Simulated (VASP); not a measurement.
## CaB2: relaxation of cell and atoms with r2SCAN

CaB2:

```
Ca B
1.0
     3.22643    0.00000    0.00000
    -1.61322    2.79417    0.00000
     0.00000    0.00000    4.06739
Ca B
1 2
Direct
  0.00000 0.00000 0.00000
  0.66667 0.33333 0.50000
  0.33333 0.66667 0.50000
```

The cell comes from a database or a generator and needn't be the stable form of this composition.

```
Program                : VASP 6.6.1
Task                   : relaxation of cell and atoms
Functional             : r2SCAN
Potentials or basis    : VASP PAW PBE potentials, release 64 (Ca_sv, B)
Cutoff                 : 600 eV
k mesh                 : 9 × 9 × 7
Occupations            : methfessel-paxton, width 0.2 eV
Spin                   : no spin polarisation
Further INCAR settings : ALGO = Normal; EDIFF = 1e-06; IBRION = 2; EDIFFG = -0.01; NSW = 40; ISIF = 3
```

- Relaxed volume: 12.25 Å³/atom
- Relaxed cell: a = 3.224 Å, b = 3.224 Å, c = 4.082 Å, α = 90.00°, β = 90.00°, γ = 120.00°
- Space group after relaxing (to 0.05 Å): P6/mmm (No. 191)
- Energy gained by relaxing: 0.1 meV/atom
- Ionic steps: 2
- Pressure after relaxing: -0.1 GPa
- Band gap on the k mesh: none (metal or under the smearing width)

Step by step:
```csv
step,energy change (eV),largest force (eV/Å),pressure (GPa),volume (Å³)
1,0.0000,0.0000,0.19,36.67
2,-0.0004,0.0000,-0.05,36.75
```

Final structure:
```cif
data_structure
_symmetry_space_group_name_H-M 'P 1'
_symmetry_Int_Tables_number 1
_cell_length_a 3.2240
_cell_length_b 3.2240
_cell_length_c 4.0821
_cell_angle_alpha 90.000
_cell_angle_beta 90.000
_cell_angle_gamma 120.000
_cell_volume 36.75
loop_
_atom_site_label
_atom_site_type_symbol
_atom_site_fract_x
_atom_site_fract_y
_atom_site_fract_z
_atom_site_occupancy
Ca1 Ca 0.00000 0.00000 0.00000 1
B1 B 0.66667 0.33333 0.50000 1
B2 B 0.33333 0.66667 0.50000 1
```

Levels at points of the mesh, in eV from the Fermi level:
| k point | band 6 | band 7 | band 8 | band 9 | band 10 | band 11 |
| --- | --- | --- | --- | --- | --- | --- |
| (0.00, 0.00, 0.00) | -2.04 | 0.39 | 0.39 | 0.68 | 5.72 | 5.72 |

Run time: 120 s on 1 thread of AMD EPYC 9R45 96-Core Processor (Zen 5) (shared host), peak memory 0.17 GiB.

Caveat: the PAW data sets were made with another functional, which shifts forces and pressure a little.
